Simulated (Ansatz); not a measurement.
# AlN (F-43m) in Ansatz: equation of state

How stiff is AlN in PBE, and what volume does it want? The cell is scaled to several volumes.

Everything below comes from runs of Ansatz 0.2.0. Logs are shortened: lines on timing, memory, paths and dates and some standing lists are left out, and cuts for length are marked.

### Step 1. The structure

Symmetry: F-43m, No. 216, cubic system. Conventional cell: a = 4.368 Å, b = 4.368 Å, c = 4.368 Å, α = 90.00°, β = 90.00°, γ = 90.00°. Al (site symmetry -43m) is surrounded by 4 N at 1.89 Å. Around N (site symmetry -43m) lie 4 Al at 1.89 Å.

Measurements of this composition are mostly on another form, of space group No. 186.

### Step 2. Single point, PBE, 9.79 Å³/atom (volume scaled by 0.94)

Input file input.yaml:

```yaml
crystal:
  lattice:
    - [0.0, 2.1394097525, 2.1394097525]
    - [2.1394097525, 0.0, 2.1394097525]
    - [2.1394097525, 2.1394097525, 0.0]
  atoms:
    - { symbol: Al, position: [0.0, 0.0, 0.0] }
    - { symbol: "N", position: [0.25, 0.25, 0.25] }
hamiltonian:
  xc: pbe
  pseudopotentials: { kind: paw }
kpoints:
  mp_grid: { grid: [10, 10, 10] }
scf:
  occupations: { method: fermi_dirac, width: 0.05 }
output:
  forces: true
  stress: true
  eigenvalues: true
```

Potentials or basis: Ansatz PAW.

Started as:

```bash
$ ansatz run input.yaml --threads 2 --pin off --max-ram 5120MiB --backend cpu --events-out ev --progress --plain --runs-dir out
```

What it wrote:

```text
Warning: RAYON_NUM_THREADS=2 ignored (pool sized by the plan → 2); use --threads N
Engine: ansatz 0.2.0, aarch64-unknown-linux-gnu
Pseudopotentials: kind: paw
Pseudopotential: Al, paw, valence charge 3, recommended cutoff 420 eV (normal), Al.paw.azcp
Pseudopotential: N, paw, valence charge 5, recommended cutoff 420 eV (normal), N.paw.azcp
Functional definition: PBE
  parameter kappa = 0.804
  parameter beta = 0.06672455060314922
  exchange = pbe_x(kappa = kappa, mu = beta*pi^2/3)
  correlation = pbe_c(beta = beta)
Crystal: 2 atoms, lattice volume = 19.584 Å³
Basis set: ecut = 420 eV, 387 PW (Γ), exchange–correlation on 48×48×48 points (8 copies of the dense FFT grid, shifted against one another)
Bands: 8, of which v1, the nominal top of the filled ones, is band 4 counted from 1 (3 counted from 0)
Symmetry: 24 space group operations
Space group: F-43m (ITA 216), of the structure as read, at distance tolerance 2.7e-5 Å
k-points: 47 of 1000 (time reversal used)
Non-local potential: Al, projectors of the file, l = 0: 2, l = 1: 2, l = 2: 1
Non-local potential: N, projectors of the file, l = 0: 2, l = 1: 2, l = 2: 1
PAW form: soft (Blöchl's): semilocal exchange-correlation on the pseudo side does not see the compensation charge
PAW one-centre angular grid: Al, 110 points (default); XC on 64 Gauss nodes
PAW one-centre angular grid: N, 110 points (default); XC on 64 Gauss nodes
Initial density: superposition of atomic densities (neutral atoms: chi_scale 0, normalization atom), corrected by the library's trained network
Initial wavefunctions: pseudopotential atomic-orbital guess
Functional: x = pbe(κ = 0.804, μ = 0.2195149727645171), c = pbe(β = 0.06672455060314922)
SCF iter   1: F=—  HF=-924.110786 eV  |F-HF|=—  |Δ(HF+E_count)|=         —  Δρ=7.73e-4  dr2=2.93e-5  ethr=1.77e-3  ⟨swp⟩=4.7  Hψ=2730  notcnv=0
preconditioner: auto → none  [insulator: Δε(μ)=3.355 eV  Ē_g=16.017 eV  σ=0.050 eV  W_gap=1.00  n_scr=0 (ndim 8)  ℏωp=23.7 eV  f_vac=0.000  D(μ)=0.00/eV (n_scr^D=0)  ε∞_Penn≈3.2]
SCF iter   2: F=—  HF=-924.110923 eV  |F-HF|=—  |Δ(HF+E_count)|=   1.37e-4  Δρ=3.81e-4  dr2=6.53e-6  ethr=3.67e-7  ⟨swp⟩=2.4  Hψ=934  notcnv=0
SCF iter   3: F=—  HF=-924.110960 eV  |F-HF|=—  |Δ(HF+E_count)|=   3.75e-5  Δρ=8.05e-5  dr2=6.58e-7  ethr=8.16e-8  ⟨swp⟩=2.1  Hψ=554  notcnv=0
SCF iter   4: F=—  HF=-924.110961 eV  |F-HF|=—  |Δ(HF+E_count)|=   2.49e-7  Δρ=2.92e-5  dr2=1.36e-7  ethr=8.22e-9  ⟨swp⟩=2.1  Hψ=534  notcnv=0
iter 5 did not close the SCF: its close was put off for the readings that it lacked (scf_convergence_deferred on its scf_iter line)
SCF iter   5: F=-924.110961 eV  HF=-924.110961 eV  |F-HF|=3.43e-9  |Δ(HF+E_count)|=   1.13e-8  Δρ=1.29e-5  dr2=1.60e-8  ethr=1.69e-9  ⟨swp⟩=2.6  Hψ=549  notcnv=0
SCF iter   6: F=-924.110961 eV  HF=-924.110961 eV  |F-HF|=1.19e-10  |Δ(HF+E_count)|=  2.24e-11  Δρ=1.68e-6  dr2=2.65e-10  ethr=2.00e-10  ⟨swp⟩=1.0  Hψ=1171  notcnv=0
SCF 1 converged in 6 iterations: F = -924.110961 eV  dr2 = 2.65e-10
SCF converged after 6 iterations
Free energy (F): -924.110961 eV
Harris-Foulkes:  -924.110961 eV  (|F-HF|=1.19e-10)
Internal energy: -924.110961 eV  (E = F + TS)
E sigma→0 (E₀):  -924.110961 eV
Fermi energy:    9.362762 eV
--- Per-component energies (eV) ---
  E_band       = 19.795692
  E_kinetic    = 162.341100
  E_local      = -217.101328  (includes V_loc(G=0)·N_el)
  E_nonlocal   = 56.160486
  E_hartree    = 75.588983
  E_xc         = -102.661997
  E_vxc        = -109.022856  (∫ρ·V_xc dr)
  E_paw        = -595.653734  (= ΣΔE_a)
  E_vpaw       = -23.759892  (= ΣTr[D̂ρ^β])
  E_aug_tail   = 0.000097  (compensation charges beyond the density's cutoff)
  E_ewald      = -302.784566
  E_smearing   = -0.000000  (= −TS)
  E_closure    = 0.000000  (closes the sum)
  Σ components = -924.110961   (vs F -924.110961, Δ=0.00e0)
--- Forces (eV/Å), atoms counted from 1 ---
  atom   1  Al     0.00000000    -0.00000000     0.00000000
  atom   2  N     -0.00000000     0.00000000     0.00000000
  max |Σ_I F_I| component: 2.31e-16 eV/Å
--- Stress (GPa, compression-positive) ---
       19.574731       0.000000      -0.000000
        0.000000      19.574731       0.000000
       -0.000000       0.000000      19.574731
  P = ⅓ Tr σ = 19.5747 GPa (195.747 kbar)
--- Band table (eV; the first three rows and the last of 47) ---
  k-point 0: bands = ["-7.6971", "7.6352", "7.6352", "7.6352", "12.3776", "20.8425", "20.8425", "20.8425"]
  k-point 1: bands = ["-7.5399", "6.8226", "7.5840", "7.5840", "13.0242", "20.4481", "20.9820", "20.9820"]
  k-point 2: bands = ["-7.0916", "5.1692", "7.4546", "7.4546", "14.1490", "19.6179", "20.8414", "20.8414"]
  k-point 46: bands = ["-4.7141", "3.4302", "4.4088", "4.8928", "13.4926", "18.9300", "20.6364", "21.0938"]
```

Wall time 0.58 s (2 threads of Arm Neoverse V2, shared host); peak memory 0.25 GiB.

What came out:

| Quantity | Value |
| --- | --- |
| Free energy | -924.1110 eV |
| Pressure | 19.6 GPa |
| Band gap on the k mesh | 3.36 eV, indirect (least direct gap 4.74 eV) |

Caveat: the pressure holds a Pulay correction of +0.5 GPa for the finite cutoff.

### Step 3. Single point, PBE, 10.00 Å³/atom (volume scaled by 0.96)

Changes to input.yaml since step 2:

```diff
@@ -2,5 +2,5 @@
   lattice:
-    - [0.0, 2.1394097525, 2.1394097525]
-    - [2.1394097525, 0.0, 2.1394097525]
-    - [2.1394097525, 2.1394097525, 0.0]
+    - [0.0, 2.1544765148, 2.1544765148]
+    - [2.1544765148, 0.0, 2.1544765148]
+    - [2.1544765148, 2.1544765148, 0.0]
   atoms:
```

Potentials or basis: Ansatz PAW.

Started as:

```bash
$ ansatz run input.yaml --threads 2 --pin off --max-ram 5120MiB --backend cpu --events-out ev --progress --plain --runs-dir out
```

Run time: 0.55 s. Hardware: 2 threads of Arm Neoverse V2, shared host; peak memory 0.25 GiB.

The run converged. Its results:

```
Free energy            : -924.1547 eV
Pressure               : 14.2 GPa
Band gap on the k mesh : 3.35 eV, indirect (least direct gap 4.55 eV)
```

Caveat: the pressure holds a Pulay correction of +0.5 GPa for the finite cutoff.

### Step 4. Single point, PBE, 10.21 Å³/atom (volume scaled by 0.98)

Changes to input.yaml since step 3:

```diff
@@ -2,5 +2,5 @@
   lattice:
-    - [0.0, 2.1544765148, 2.1544765148]
-    - [2.1544765148, 0.0, 2.1544765148]
-    - [2.1544765148, 2.1544765148, 0.0]
+    - [0.0, 2.169335443, 2.169335443]
+    - [2.169335443, 0.0, 2.169335443]
+    - [2.169335443, 2.169335443, 0.0]
   atoms:
```

Started as:

```bash
$ ansatz run input.yaml --threads 2 --pin off --max-ram 5120MiB --backend cpu --events-out ev --progress --plain --runs-dir out
```

Wall time 0.54 s (2 threads of Arm Neoverse V2, shared host); peak memory 0.25 GiB.

The run converged. Its results:

| Property | Result |
| --- | --- |
| Free energy | -924.1852 eV |
| Pressure | 9.3 GPa |
| Band gap on the k mesh | 3.34 eV, indirect (least direct gap 4.37 eV) |

Caveat: the pressure holds a Pulay correction of +0.5 GPa for the finite cutoff.

### Step 5. Single point, PBE, 10.42 Å³/atom

Changes to input.yaml since step 4:

```diff
@@ -2,5 +2,5 @@
   lattice:
-    - [0.0, 2.169335443, 2.169335443]
-    - [2.169335443, 0.0, 2.169335443]
-    - [2.169335443, 2.169335443, 0.0]
+    - [0.0, 2.1839935596, 2.1839935596]
+    - [2.1839935596, 0.0, 2.1839935596]
+    - [2.1839935596, 2.1839935596, 0.0]
   atoms:
```

Started as:

```bash
$ ansatz run input.yaml --threads 2 --pin off --max-ram 5120MiB --backend cpu --events-out ev --progress --plain --runs-dir out
```

It took 0.53 s on 2 threads of Arm Neoverse V2, shared host; peak memory 0.25 GiB.

The run converged. Its results:

- Free energy: -924.2035 eV
- Pressure: 4.9 GPa
- Band gap on the k mesh: 3.33 eV, indirect (least direct gap 4.19 eV)

Caveat: the pressure holds a Pulay correction of +0.5 GPa for the finite cutoff.

### Step 6. Single point, PBE, 10.63 Å³/atom (volume scaled by 1.02)

Changes to input.yaml since step 5:

```diff
@@ -2,5 +2,5 @@
   lattice:
-    - [0.0, 2.1839935596, 2.1839935596]
-    - [2.1839935596, 0.0, 2.1839935596]
-    - [2.1839935596, 2.1839935596, 0.0]
+    - [0.0, 2.1984575146, 2.1984575146]
+    - [2.1984575146, 0.0, 2.1984575146]
+    - [2.1984575146, 2.1984575146, 0.0]
   atoms:
```

Potentials or basis: Ansatz PAW.

Started as:

```bash
$ ansatz run input.yaml --threads 2 --pin off --max-ram 5120MiB --backend cpu --events-out ev --progress --plain --runs-dir out
```

It took 0.54 s on 2 threads of Arm Neoverse V2, shared host; peak memory 0.25 GiB.

The run converged. Its results:

- Free energy: -924.2108 eV
- Pressure: 0.8 GPa
- Band gap on the k mesh: 3.31 eV, indirect (least direct gap 4.01 eV)

Caveat: the pressure holds a Pulay correction of +0.5 GPa for the finite cutoff.

### Step 7. Single point, PBE, 10.83 Å³/atom (volume scaled by 1.04)

Changes to input.yaml since step 6:

```diff
@@ -2,5 +2,5 @@
   lattice:
-    - [0.0, 2.1984575146, 2.1984575146]
-    - [2.1984575146, 0.0, 2.1984575146]
-    - [2.1984575146, 2.1984575146, 0.0]
+    - [0.0, 2.2127336128, 2.2127336128]
+    - [2.2127336128, 0.0, 2.2127336128]
+    - [2.2127336128, 2.2127336128, 0.0]
   atoms:
@@ -19 +19,5 @@
   eigenvalues: true
+  write_density: true
+  write_potential: true
+  elf: true
+  volumetric_format: npy
```

Started as:

```bash
$ ansatz run input.yaml --threads 2 --pin off --max-ram 5120MiB --backend cpu --events-out ev --progress --plain --runs-dir out
```

It took 0.7 s on 2 threads of Arm Neoverse V2, shared host; peak memory 0.26 GiB.

Results (log left out):

| Item | Value |
| --- | --- |
| Free energy | -924.2082 eV |
| Pressure | -2.8 GPa |
| Band gap on the k mesh | 3.30 eV, indirect (least direct gap 3.84 eV) |

Caveat: the pressure holds a Pulay correction of +0.5 GPa for the finite cutoff.

### Step 8. Single point, PBE, 11.04 Å³/atom (volume scaled by 1.06)

Input file input.yaml:

```yaml
crystal:
  lattice:
    - [0.0, 2.2268278375, 2.2268278375]
    - [2.2268278375, 0.0, 2.2268278375]
    - [2.2268278375, 2.2268278375, 0.0]
  atoms:
    - { symbol: Al, position: [0.0, 0.0, 0.0] }
    - { symbol: "N", position: [0.25, 0.25, 0.25] }
hamiltonian:
  xc: pbe
  pseudopotentials: { kind: paw }
kpoints:
  mp_grid: { grid: [10, 10, 10] }
scf:
  occupations: { method: fermi_dirac, width: 0.05 }
output:
  forces: true
  stress: true
  eigenvalues: true
```

Potentials or basis: Ansatz PAW.

Started as:

```bash
$ ansatz run input.yaml --threads 2 --pin off --max-ram 5120MiB --backend cpu --events-out ev --progress --plain --runs-dir out
```

What it wrote:

```text
Warning: RAYON_NUM_THREADS=2 ignored (pool sized by the plan → 2); use --threads N
[... 9 set-up lines as earlier in the session ...]
Crystal: 2 atoms, lattice volume = 22.085 Å³
Basis set: ecut = 420 eV, 411 PW (Γ), exchange–correlation on 48×48×48 points (8 copies of the dense FFT grid, shifted against one another)
Bands: 8, of which v1, the nominal top of the filled ones, is band 4 counted from 1 (3 counted from 0)
[... 1 set-up line as earlier in the session ...]
Space group: F-43m (ITA 216), of the structure as read, at distance tolerance 2.8e-5 Å
k-points: 47 of 1000 (time reversal used)
[... 8 set-up lines as earlier in the session ...]
SCF iter   1: F=—  HF=-924.196127 eV  |F-HF|=—  |Δ(HF+E_count)|=         —  Δρ=6.77e-4  dr2=4.02e-5  ethr=1.77e-3  ⟨swp⟩=4.7  Hψ=2729  notcnv=0
preconditioner: auto → none  [insulator: Δε(μ)=3.293 eV  Ē_g=14.844 eV  σ=0.050 eV  W_gap=1.00  n_scr=0 (ndim 8)  ℏωp=22.3 eV  f_vac=0.000  D(μ)=0.00/eV (n_scr^D=0)  ε∞_Penn≈3.3]
SCF iter   2: F=—  HF=-924.196286 eV  |F-HF|=—  |Δ(HF+E_count)|=   1.59e-4  Δρ=3.26e-4  dr2=8.78e-6  ethr=5.02e-7  ⟨swp⟩=2.6  Hψ=931  notcnv=0
SCF iter   3: F=—  HF=-924.196322 eV  |F-HF|=—  |Δ(HF+E_count)|=   3.56e-5  Δρ=1.73e-4  dr2=4.98e-6  ethr=1.10e-7  ⟨swp⟩=2.0  Hψ=564  notcnv=0
iter 4 did not close the SCF: its close was put off for the readings that it lacked (scf_convergence_deferred on its scf_iter line)
SCF iter   4: F=-924.196322 eV  HF=-924.196322 eV  |F-HF|=1.45e-7  |Δ(HF+E_count)|=   2.57e-8  Δρ=2.18e-5  dr2=3.25e-8  ethr=6.23e-8  ⟨swp⟩=2.5  Hψ=544  notcnv=0
iter 5 did not close the SCF: its close was put off for the readings that it lacked (scf_convergence_deferred on its scf_iter line)
SCF iter   5: F=-924.196322 eV  HF=-924.196322 eV  |F-HF|=1.83e-9  |Δ(HF+E_count)|=   1.49e-7  Δρ=3.50e-6  dr2=1.24e-9  ethr=4.06e-10  ⟨swp⟩=2.3  Hψ=543  notcnv=0
SCF iter   6: F=-924.196322 eV  HF=-924.196322 eV  |F-HF|=1.78e-11  |Δ(HF+E_count)|=   2.15e-9  Δρ=3.17e-7  dr2=8.30e-12  ethr=1.55e-11  ⟨swp⟩=1.3  Hψ=1128  notcnv=0
SCF 1 converged in 6 iterations: F = -924.196322 eV  dr2 = 8.30e-12
SCF converged after 6 iterations
Free energy (F): -924.196322 eV
Harris-Foulkes:  -924.196322 eV  (|F-HF|=1.78e-11)
Internal energy: -924.196322 eV  (E = F + TS)
E sigma→0 (E₀):  -924.196322 eV
Fermi energy:    8.069188 eV
--- Per-component energies (eV) ---
  E_band       = 11.457072
  E_kinetic    = 156.982449
  E_local      = -228.126142  (includes V_loc(G=0)·N_el)
  E_nonlocal   = 55.010176
  E_hartree    = 78.752543
  E_xc         = -101.110567
  E_vxc        = -107.018720  (∫ρ·V_xc dr)
  E_paw        = -594.806660  (= ΣΔE_a)
  E_vpaw       = -22.895887  (= ΣTr[D̂ρ^β])
  E_aug_tail   = 0.000098  (compensation charges beyond the density's cutoff)
  E_ewald      = -290.898220
  E_smearing   = -0.000000  (= −TS)
  E_closure    = 0.000000  (closes the sum)
  Σ components = -924.196322   (vs F -924.196322, Δ=0.00e0)
--- Forces (eV/Å), atoms counted from 1 ---
  atom   1  Al     0.00000000    -0.00000000     0.00000000
  atom   2  N     -0.00000000     0.00000000     0.00000000
  max |Σ_I F_I| component: 2.22e-16 eV/Å
--- Stress (GPa, compression-positive) ---
       -6.161099      -0.000000      -0.000000
       -0.000000      -6.161099       0.000000
       -0.000000       0.000000      -6.161099
  P = ⅓ Tr σ = -6.1611 GPa (-61.611 kbar)
--- Band table (eV; the first three rows and the last of 47) ---
  k-point 0: bands = ["-8.2638", "6.3767", "6.3767", "6.3767", "10.0587", "18.3912", "18.3912", "18.3912"]
  k-point 1: bands = ["-8.1276", "5.5642", "6.3255", "6.3255", "10.7375", "18.0034", "18.5164", "18.5164"]
  k-point 2: bands = ["-7.7411", "4.0106", "6.1993", "6.1993", "11.8649", "17.2180", "18.4830", "18.4830"]
  k-point 46: bands = ["-5.7624", "2.4269", "3.4237", "3.8826", "11.9686", "16.7990", "18.1838", "18.3127"]
```

Wall time 0.54 s (2 threads of Arm Neoverse V2, shared host); peak memory 0.25 GiB.

What came out:

```yaml
Free_energy: -924.1963 eV
Pressure: -6.2 GPa
Band_gap_on_the_k_mesh: 3.29 eV, indirect (least direct gap 3.68 eV)
```

Caveat: the pressure holds a Pulay correction of +0.5 GPa for the finite cutoff.

### Step 9. Equation of state, PBE

Potentials or basis: Ansatz PAW.

This step only gathers the single runs of the series.

What came out:

* Equilibrium volume: 10.67 Å³/atom
* Bulk modulus: 193 GPa
* Pressure derivative of the bulk modulus: 3.8

Energy against volume, from the lowest point:
| volume (Å³/atom) | energy (meV/atom) |
| --- | --- |
| 9.792 | 49.93 |
| 10.001 | 28.07 |
| 10.209 | 12.81 |
| 10.417 | 3.67 |
| 10.626 | 0.00 |
| 10.834 | 1.33 |
| 11.042 | 7.25 |
